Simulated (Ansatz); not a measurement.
# A strain series on CaO (zincblende): uniaxial along z, other directions held

CaO (zincblende), relaxed with r2SCAN in the plane-wave code Ansatz, then strained (uniaxial along z, other directions held; changes of length per length, axes as in the cell below) with the atoms relaxed again within the symmetry that is left. Space group F-43m (No. 216), cubic; a = 5.213 Å in the conventional setting, 17.71 Å³ an atom. Around Ca lie 4 O at 2.26 Å; around O lie 4 Ca at 2.26 Å. All values are calculated for a non-magnetic cell, which may be hypothetical.

```yaml
crystal:
  lattice:
    - [0.00000, 2.60673, 2.60673]
    - [2.60673, 0.00000, 2.60673]
    - [2.60673, 2.60673, 0.00000]
  atoms:
    - { symbol: Ca, position: [0.00000, 0.00000, 0.00000] }
    - { symbol: O, position: [0.25000, 0.25000, 0.25000] }
```

Gaps are the least over each mesh (PBE 8×8×8, r2SCAN 8×8×8, HSE06 6×6×6 when unstrained) and the special points, which keep their unstrained names; stress is the change from the unstrained cell, compression positive.

```
strain (%)  gap, PBE (eV)  gap, r2SCAN (eV)  gap, HSE06 (eV)  edges, HSE06  stress along the strain, r2SCAN (GPa)  energy rise, r2SCAN (meV/atom)
     -3.24          3.426             3.855            4.830         X → Γ                                  +2.99                             5.2
      -0.4          3.345             3.771            4.741         X → Γ                                  +0.37                             0.1
       0.0          3.333             3.759            4.728         X → Γ                                   0.00                             0.0
     +1.22          3.281             3.705            4.667         X → Γ                                  -1.13                             0.8
      +2.0          3.246             3.670            4.627         X → Γ                                  -1.85                             2.1
     +2.65          3.217             3.640            4.594         X → Γ                                  -2.45                             3.7
```

Between zero and the nearest strains the slope of the HSE06 gap against strain is -0.031 eV per percent for negative and -0.051 for positive strain. With r2SCAN the edges change from X → Γ (indirect) to W → Γ (indirect) between -3.24 and -0.4 %. With r2SCAN the edges change from W → Γ (indirect) to X → Γ (indirect) between 0.0 and +1.22 %. With PBE the edges change from X → Γ (indirect) to W → Γ (indirect) between -3.24 and -0.4 %. With PBE the edges change from W → Γ (indirect) to X → Γ (indirect) between 0.0 and +1.22 %.

The meshes of the hybrids are coarse, so their gaps aren't converged to the digits shown.
